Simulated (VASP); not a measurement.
A run of VASP 6.6.1:

The input INCAR:

```
SYSTEM = Ta
ALGO = Normal
EDIFF = 1E-7
EDIFFG = -0.005
ENCUT = 600
GGA = PS
IBRION = 2
ISIF = 3
ISMEAR = 0
LASPH = .TRUE.
LCHARG = .FALSE.
LREAL = .FALSE.
LWAVE = .FALSE.
NELM = 100
NSW = 90
PREC = Accurate
SIGMA = 0.1
```

File KPOINTS:

```
k-points
0
G
  18 18 18
  0 0 0
```

POSCAR

```
Ta
1.0
   -1.6549278100      1.6549278100      1.6549278100
    1.6549278100     -1.6549278100      1.6549278100
    1.6549278100      1.6549278100     -1.6549278100
Ta
1
Direct
    0.0000000000      0.0000000000      0.0000000000
```

Potentials or basis: VASP PAW PBE potentials, release 64 (Ta_pv).

Launch:

```sh
$ cat potpaw_PBE.64/Ta_pv/POTCAR > POTCAR
$ mpirun -np 1 vasp_std > vasp.out
```

Hardware: 1 thread of Intel(R) Xeon(R) Platinum 8559C (Emerald Rapids) (shared host).

Question: How long does it take, and how much memory?

Answer: It took 49 s on 1 thread of Intel(R) Xeon(R) Platinum 8559C (Emerald Rapids) (shared host), peak memory 0.17 GiB. Counts: scf iterations 30, k points 195, ion steps 4.
